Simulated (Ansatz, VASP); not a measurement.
Given: the input of a run of VASP 6.6.1 on Zr.

File INCAR:

```
SYSTEM = Zr
PREC     = Accurate       ! precision mode
ENCUT    = 520            ! plane-wave cutoff, eV
EDIFF    = 1E-7           ! SCF threshold, eV
ISMEAR   = -1             ! smearing method
SIGMA    = 0.05           ! smearing width, eV
LREAL    = .False.        ! projectors in reciprocal space
LASPH    = .True.         ! aspherical terms in the spheres
NELM     = 100            ! most SCF steps
ALGO     = Normal         ! electronic algorithm
ISIF     = 2              ! what is computed and relaxed
LWAVE    = .False.        ! write WAVECAR
LCHARG   = .False.        ! write CHGCAR
GGA      = PE             ! functional
NBANDS   = 19             ! bands
```

File KPOINTS:

```
Automatic mesh
0
Gamma
  9 9 5
  0 0 0
```

The input POSCAR:

```
Zr
1.0
    3.2745311931      0.0000000000      0.0000000000
   -1.6372655966      2.8358271987      0.0000000000
    0.0000000000      0.0000000000      5.2147314515
Zr
2
Direct
    0.6666666667      0.3333333333      0.7500000000
    0.3333333333      0.6666666667      0.2500000000
```

Potentials or basis: VASP PAW PBE potentials, release 64 (Zr_sv).

Launch:

```console
$ cat potpaw_PBE.64/Zr_sv/POTCAR > POTCAR
$ mpirun -np 1 vasp_std > vasp.out
```

Question: Translate it to Ansatz 0.2.0. Potentials there: Ansatz PAW.

Answer: As run (the cutoff follows the program's own potentials):

The input input.yaml:

```yaml
crystal:
  lattice:
    - [3.2745311931, 0.0, 0.0]
    - [-1.6372655966, 2.8358271987, 0.0]
    - [0.0, 0.0, 5.2147314515]
  atoms:
    - { symbol: Zr, position: [0.6666666667, 0.3333333333, 0.75] }
    - { symbol: Zr, position: [0.3333333333, 0.6666666667, 0.25] }
hamiltonian:
  xc: pbe
  pseudopotentials: { kind: paw }
kpoints:
  mp_grid: { grid: [9, 9, 5] }
scf:
  occupations: { method: fermi_dirac, width: 0.05 }
output:
  forces: true
  stress: true
  eigenvalues: true
```

Potentials or basis: Ansatz PAW.

Command:

```sh
$ ansatz run input.yaml --threads 1 --pin off --max-ram 3584MiB --backend cpu --events-out ev --progress --plain --runs-dir out
```

Both were run:

|  | VASP | Ansatz | Ansatz less VASP |
| --- | --- | --- | --- |
| gap on the k mesh at the Fermi level (eV) | none | none | - |
| pressure (GPa) | -3.0 | -3.1 | -0.01 |
| largest component of the traceless stress (GPa) | 0.36 | 0.37 | +0.002 |

A gap of «none» marks a metal or a gap that the smearing closes.
